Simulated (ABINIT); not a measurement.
Runs of ABINIT 10.8.3 (patched build) on Y. It takes space group P6_3/mmc (No. 194, hexagonal). The conventional cell has a = 3.647 Å, b = 3.647 Å, c = 5.731 Å, α = 90.00°, β = 90.00°, γ = 120.00°. Y (site symmetry -6m2) has 12 Y at 3.56 to 3.65 Å as nearest neighbours. 

```tsv
potentials or basis	cutoff (eV)	fine-grid cutoff	gap on the mesh (eV)	pressure (GPa)
SG15 NC PBE v1.2	707	-	none	(a)
Ansatz NC r2SCAN	1252	-	none	0.7
Ansatz PAW PBE default generated set, frozen core	490	979.61 eV	none	0.7
JTH PAW PBE v2.0	517	1034.03 eV	none	1.5
PseudoDojo NC SR PBE v0.4.1 standard	1170	-	none	0.4
```

Alike in all rows: task single point; level r2SCAN; no spin polarisation; cell as given; k mesh 8 × 8 × 5; smearing fermi-dirac 0.05 eV.

Problem. Fill in the values left out.

Solution. (a) 0.8.

Caveats: the potentials were made for another functional, which shifts forces and pressure (some runs); the PAW data sets were made with another functional, which shifts forces and pressure a little (some runs); a meta-GGA on potentials with a model core is unreliable (some runs).

A k mesh can miss the band edges, and the runs leave out spin-orbit coupling on Y.

A gap of «none» marks a metal or a gap under the smearing width.
